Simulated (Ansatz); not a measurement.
**Pb: band structure with PBE**

Crystal: Pb.

```
Pb
1.0
     0.00000    2.47502    2.47502
     2.47502    0.00000    2.47502
     2.47502    2.47502    0.00000
Pb
1
Direct
  0.00000 0.00000 0.00000
```

```
Program                             : Ansatz 0.2.0
Task                                : band structure
Functional                          : PBE
Potentials or basis                 : Ansatz PAW earlier set
Cutoff                              : 700 eV
Density cutoff                      : 2800 eV
k mesh                              : 9 × 9 × 9
Occupations                         : fermi-dirac, width 0.05 eV
Spin                                : no spin polarisation
Path                                : [["G", "X", "W", "K", "G", "L", "U", "W", "L", "K"], ["U", "X"]]
Points for each segment of the path : 14
```

```json
{
  "Pressure": "2.3 GPa",
  "Band gap on the k mesh": "none (metal or under the smearing width)"
}
```

Levels at the corners of the path, in eV from the Fermi level:
```csv
point,band 7,band 8,band 9,band 10,band 11,band 12,band 13,band 14,band 15,band 16
Γ,-16.94,-16.80,-16.80,-11.62,7.57,7.57,7.57,9.89,11.49,12.62
X,-16.67,-16.63,-16.63,-6.57,-3.13,2.19,2.19,5.52,6.78,18.29
W,-16.88,-16.75,-16.63,-6.47,-1.23,-1.23,0.41,11.01,12.30,12.30
K,-16.73,-16.73,-16.67,-6.66,-2.14,-1.08,3.12,6.61,11.49,16.33
Γ,-16.94,-16.80,-16.80,-11.62,7.57,7.57,7.57,9.89,11.49,12.62
L,-16.93,-16.66,-16.66,-7.99,-4.07,5.73,5.73,9.37,9.61,11.34
U,-16.73,-16.73,-16.67,-6.66,-2.14,-1.08,3.12,6.61,11.49,16.33
W,-16.88,-16.75,-16.63,-6.47,-1.23,-1.23,0.41,11.01,12.30,12.30
L,-16.93,-16.66,-16.66,-7.99,-4.07,5.73,5.73,9.37,9.61,11.34
K,-16.73,-16.73,-16.67,-6.66,-2.14,-1.08,3.12,6.61,11.49,16.33
U,-16.73,-16.73,-16.67,-6.66,-2.14,-1.08,3.12,6.61,11.49,16.33
X,-16.67,-16.63,-16.63,-6.57,-3.13,2.19,2.19,5.52,6.78,18.29
```

It took 3.6 s on 2 threads of Arm Neoverse V1, with other jobs on the host, peak memory 0.32 GiB.

Caveat: spin-orbit coupling is left out, which moves the levels of the heavy elements.
